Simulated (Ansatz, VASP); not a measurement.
# Cross-check of GaSb between VASP and Ansatz, part 2 of 2

One calculation is typed for both programs; each brings its own data sets. How far apart do they land? The cell is taken from a series of runs on this material, whose earlier steps may have relaxed, scaled, displaced or heated it; both programs get it as it stands.

VASP 6.6.1 and Ansatz 0.2.0.

So far: The structure; Ansatz: zone-centre phonons, PBEsol; VASP: zone-centre phonons, PBEsol.

**3. VASP: zone-centre phonons, PBEsol (continued)**

Level of this step: PBEsol; plane waves and PAW (Ga_d, Sb) (VASP).

Numbers of over 12 decimals in the logs are rounded to 6 here.

OUTCAR, selected parts (step 3):

```text
ion  position               nearest neighbor table
   1  0.998  0.998  0.998-   2 2.60   2 2.60   2 2.60   2 2.64
   2  0.752  0.752  0.752-   1 2.60   1 2.60   1 2.60   1 2.64

  LATTYP: Found a trigonal (rhomboedric) cell.
 ALAT       =     4.3228254038
 COS(alpha) =     0.5298364845

 Subroutine GETGRP returns: Found  6 space group operations
 (whereof  6 operations were pure point group operations)

The static configuration has the point symmetry C_3v.

 Found    189 irreducible k-points:

   k-points           NKPTS =    189   k-points in BZ     NKDIM =    189   number of bands    NBANDS=     15

   dimension x,y,z NGX =    32 NGY =   32 NGZ =   32
   dimension x,y,z NGXF=    64 NGYF=   64 NGZF=   64

   ENCUT  =  500.0 eV  36.75 Ry    6.06 a.u.   7.88  7.88  7.88*2*pi/ulx,y,z

   NELECT =      18.0000    total number of electrons

 k-points in reciprocal lattice and weights: Automatic mesh
   0.00000000  0.00000000  0.00000000       0.001
   0.08333333  0.00000000  0.00000000       0.003
   0.16666667  0.00000000  0.00000000       0.003
   0.25000000 -0.00000000 -0.00000000       0.003
   0.33333333  0.00000000  0.00000000       0.003
   0.41666667  0.00000000  0.00000000       0.003
   0.50000000 -0.00000000 -0.00000000       0.002
   0.08333333  0.08333333  0.00000000       0.003
   0.16666667  0.08333333  0.00000000       0.007
[...]
-0.41666667  0.50000000  0.41666667       0.003
   0.50000000  0.50000000  0.50000000       0.001

 average (electrostatic) potential at core
       1 -65.1192       2 -87.0272

  Total        0.9354016      0.9354016      0.9354016     -0.4501647     -0.4501647     -0.4501647
  in kB       27.4952428     27.4952428     27.4952428    -13.2321651    -13.2321651    -13.2321651
  external PRESSURE =      27.4952428 kB  Pullay stress =       0.0000000 kB

  energy-cutoff  :      500.00
  volume of cell :       54.51
      direct lattice vectors                 reciprocal lattice vectors
     0.091912875  3.056008139  3.056008139    -0.171184658  0.166186415  0.166186415
     3.056008139  0.091912875  3.056008139     0.166186415 -0.171184658  0.166186415
     3.056008139  3.056008139  0.091912875     0.166186415  0.166186415 -0.171184658

 POSITION                                       TOTAL-FORCE (eV/Angst)
 -----------------------------------------------------------------------------------
      6.18956      6.18956      6.18956         0.000021      0.000021      0.000021
      4.66731      4.66731      4.66731        -0.000021     -0.000021     -0.000021
 -----------------------------------------------------------------------------------
    total drift:                                0.000074      0.000074      0.000074

 Eigenvectors and eigenvalues of the dynamical matrix
 ----------------------------------------------------

   1 f  =    7.031912 THz    44.182807 2PiTHz  234.559342 cm-1    29.081639 meV
             X         Y         Z           dx          dy          dz
      6.189562  6.189562  6.189562     0.650442   -0.297121   -0.353321
      4.667314  4.667314  4.667314    -0.491871    0.224686    0.267185

   2 f  =    7.031912 THz    44.182807 2PiTHz  234.559342 cm-1    29.081639 meV
             X         Y         Z           dx          dy          dz
      6.189562  6.189562  6.189562     0.032447   -0.579523    0.547075
      4.667314  4.667314  4.667314    -0.024537    0.438241   -0.413704

   3 f  =    6.843525 THz    42.999138 2PiTHz  228.275436 cm-1    28.302534 meV
             X         Y         Z           dx          dy          dz
      6.189562  6.189562  6.189562     0.460257    0.460257    0.460257
      4.667314  4.667314  4.667314    -0.348564   -0.348564   -0.348564

   4 f/i=    0.002421 THz     0.015209 2PiTHz    0.080741 cm-1     0.010011 meV
             X         Y         Z           dx          dy          dz
      6.189562  6.189562  6.189562    -0.359898   -0.111186    0.471084
      4.667314  4.667314  4.667314    -0.475923   -0.147030    0.622953

   5 f/i=    0.002421 THz     0.015209 2PiTHz    0.080741 cm-1     0.010011 meV
             X         Y         Z           dx          dy          dz
      6.189562  6.189562  6.189562    -0.336174    0.479768   -0.143594
      4.667314  4.667314  4.667314    -0.444550    0.634436   -0.189886

   6 f/i=    0.002493 THz     0.015665 2PiTHz    0.083162 cm-1     0.010311 meV
             X         Y         Z           dx          dy          dz
      6.189562  6.189562  6.189562     0.348564    0.348564    0.348564
      4.667314  4.667314  4.667314     0.460257    0.460257    0.460257

 ELASTIC MODULI CONTR FROM IONIC RELAXATION (kBar)
 Direction    XX          YY          ZZ          XY          YZ          ZX
 --------------------------------------------------------------------------------
 XX          -3.6579     -3.1413     -3.1413      9.8878     22.1844     10.7335
 YY          -3.1413     -3.6579     -3.1413     10.7335      9.8878     22.1844
 ZZ          -3.1413     -3.1413     -3.6579     22.1844     10.7335      9.8878
 XY           9.8878     10.7335     22.1844   -244.0747     29.8736     29.8736
 YZ          22.1844      9.8878     10.7335     29.8736   -244.0747     29.8736
 ZX          10.7335     22.1844      9.8878     29.8736     29.8736   -244.0747
 --------------------------------------------------------------------------------
```

The gap is under twice the smearing width, so the edge states are partly filled and the run can't tell a small gap from a semimetal.

**4. Differences**

Known differences besides the potentials themselves: the data sets hold 28 valence electrons in Ansatz (on its PAW soft_1 files) and 18 in VASP; the cutoff is 420 eV in Ansatz and 500 eV in VASP; Ansatz makes its cores anew for this functional, VASP keeps those of its PBE data sets. Total energies have different zeros and are not compared.

The two programs side by side:

```tsv
quantity	Ansatz	VASP	difference
optical mode 1 (cm⁻¹)	227.0	228.3	-0.57 %
optical mode 2 to 3 (cm⁻¹)	233.3	234.6	-0.55 %
```

Modes are paired by rising frequency, not by their patterns, so a pair may set unlike modes beside each other; they are those without the splitting of longitudinal modes.

**5. What came out**

| Property | Result |
| --- | --- |
| r.m.s. difference of the optical zone-centre modes, each program's sorted by frequency (zone-centre phonons, PBEsol) | 1.3 cm⁻¹ |
| difference in optical mode 1 (zone-centre phonons, PBEsol) | -0.6 % |

**Reading.** The r.m.s. difference of the optical zone-centre modes, each program's sorted by frequency is 1.3 cm⁻¹ (zone-centre phonons, PBEsol). The data sets hold unlike numbers of valence electrons (28 in Ansatz and 18 in VASP), so part of the differences comes from the potentials. Among the rows given in per cent, the largest difference of the zone-centre phonons, PBEsol pair is in optical mode 1, -0.6 %. How closely two codes agree says nothing of how well the functional describes the real material.

[Lines on the potential files, build, host, timing and source positions are cut from VASP's logs without a mark.]

[Logs are printed without paths, hosts, clocks, repeated set-up lines and the standing remarks that a program may print on its own settings, such as how far it seeks lower states.]

[Hosts, paths, dates, database ids (printed as entryN), source tags and the programs' standing remarks are cut or masked in the printed files.]
